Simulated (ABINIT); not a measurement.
TePt, 2 atoms in the cell. Symmetry: P-6m2, No. 187, hexagonal system. Conventional cell: a = 3.955 Å, b = 3.955 Å, c = 3.860 Å, α = 90.00°, β = 90.00°, γ = 120.00°. Around Pt (site symmetry -6m2) lie 6 Te at 2.99 Å. Te (site symmetry -6m2) is surrounded by 6 Pt at 2.99 Å. Measurements of this composition are mostly on another form, of space group No. 166.

- Program: ABINIT 10.8.3 (patched build)
- Task: single point
- Functional: LDA
- Potentials or basis: JTH PAW LDA v2.0
- Cutoff: 327 eV
- k mesh: 6 × 6 × 5
- Occupations: fermi-dirac, width 0.05 eV
- Spin: spin-orbit coupling, no magnetisation
- Fine-grid cutoff: 653.073 eV

Potentials or basis: JTH PAW LDA v2.0.

Run with:

```console
$ abinit run.abi > log 2>&1
```

Hardware: 1 thread of Intel(R) Xeon(R) 6975P-C (Granite Rapids), on a shared host.

**Question.** How long does it take, and how much memory?

**Answer.** Run time: 34 s on 1 thread of Intel(R) Xeon(R) 6975P-C (Granite Rapids), on a shared host, peak memory 0.09 GiB. Counts: scf iterations 17, mpi ranks 1, k points 38, bands 24, plane waves 710.
